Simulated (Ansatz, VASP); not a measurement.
Given: the input of a run of Ansatz 0.2.0 on ZnS.

The input input.yaml:

```yaml
crystal:
  lattice:
    - [0.0, 2.702, 2.702]
    - [2.702, 0.0, 2.702]
    - [2.702, 2.702, 0.0]
  atoms:
    - { symbol: Zn, position: [0.75, 0.75, 0.75] }
    - { symbol: S, position: [0.0, 0.0, 0.0] }
hamiltonian:
  xc: pbe
  pseudopotentials: { kind: paw }
kpoints:
  mp_grid: { grid: [9, 9, 9] }
scf:
  occupations: { method: gaussian, width: 0.018 }
output:
  forces: true
  stress: true
  eigenvalues: true
```

Potentials or basis: Ansatz PAW.

Launch:

```sh
$ ansatz run input.yaml --threads 2 --pin off --max-ram 5632MiB --backend cpu --events-out ev --progress --plain --runs-dir out
```

Problem. Set up the same calculation for VASP 6.6.1. Potentials there: VASP PAW PBE potentials, release 64 (Zn, S).

Solution. As run (the cutoff follows the program's own potentials):

File INCAR:

```
ALGO = Normal
EDIFF = 1E-6
ENCUT = 520
GGA = PE
ISIF = 2
ISMEAR = 0
LASPH = True
LCHARG = True
LELF = True
LREAL = False
LVHAR = True
LWAVE = False
NELM = 60
PREC = Accurate
SIGMA = 0.018000000000000002
```

File KPOINTS:

```
k-points
0
Gamma
  9 9 9
```

File POSCAR:

```
ZnS
1.0
    0.0000000000      2.7020000000      2.7020000000
    2.7020000000      0.0000000000      2.7020000000
    2.7020000000      2.7020000000      0.0000000000
Zn S
1 1
Direct
    0.7500000000      0.7500000000      0.7500000000
    0.0000000000      0.0000000000      0.0000000000
```

Potentials or basis: VASP PAW PBE potentials, release 64 (Zn, S).

The run is started by

```console
$ cat potpaw_PBE.64/Zn/POTCAR potpaw_PBE.64/S/POTCAR > POTCAR
$ mpirun -np 1 vasp_std > vasp.out
```

Both were run:

|  | VASP | Ansatz | Ansatz less VASP |
| --- | --- | --- | --- |
| gap on the k mesh at the Fermi level (eV) | 2.11 | 2.11 | -0.005 |
| least direct gap on the mesh (eV) | 2.11 | 2.11 | -0.005 |
| pressure (GPa) | 1.8 | 1.6 | -0.18 |

With one functional, cell and mesh, what is left measures potentials, basis and numerics.

Caveats: odd divisions of the mesh miss points on the zone boundary, where band edges often lie, so the gap on the mesh can be too wide (Ansatz). A hybrid or GW would open this gap; PBE tends to underestimate it.
